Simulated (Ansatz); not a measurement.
**CaB$_{6}$: pressure against volume**

CaB$_{6}$, Pm-3m, a = 4.148 Å. The structure is a COD entry; whether it is the stable form wasn't checked. Ansatz: PBE, PAW, 420 eV, Γ-centred 8×8×8 mesh on 7 atoms, Gaussian smearing 0.01 eV; no spin polarisation. Shape and atoms are relaxed at each volume; pressure is positive in compression.

| V (Å³/atom) | P (GPa) |
| --- | --- |
| 9.582 | ? |
| 9.888 | 4.82 |
| 10.194 | 0.01 |
| 10.500 | -4.19 |
| 10.805 | -7.78 |

Task: Take V0 = 10.194 Å³/atom, count pressures from its P0 = 0.01 GPa, fit the third-order Birch–Murnaghan form to the other rows, and predict the missing pressure.

Result: With the Eulerian strain f = ½[(V0/V)^(2/3) − 1] and y = (P − P0)/[3f(1 + 2f)^(5/2)], the form is the line y = B0 + 1.5 B0 (B0′ − 4) f. Rows (f, y): 0.01026, 148.5; -0.00976, 150.7; -0.01903, 150.4. Means f = -0.006177, y = 149.87; Σ(Δf)² = 0.0004482, ΣΔfΔy = -0.03230; the slope is their ratio. y = 149.4 − 72.07 f GPa, so B0 = 149.4 GPa and B0′ = 4 + 2 × (-72.07)/(3 × 149.4) = 3.68. At V = 9.582, f = 0.02107, y = 147.88 and P = 10.37 GPa. The run gave 10.34 GPa, so the fit is 0.03 GPa too high, within twice the rms miss on the fitted rows (0.02 GPa). The form still works here, 33 % of the fitted range beyond its end.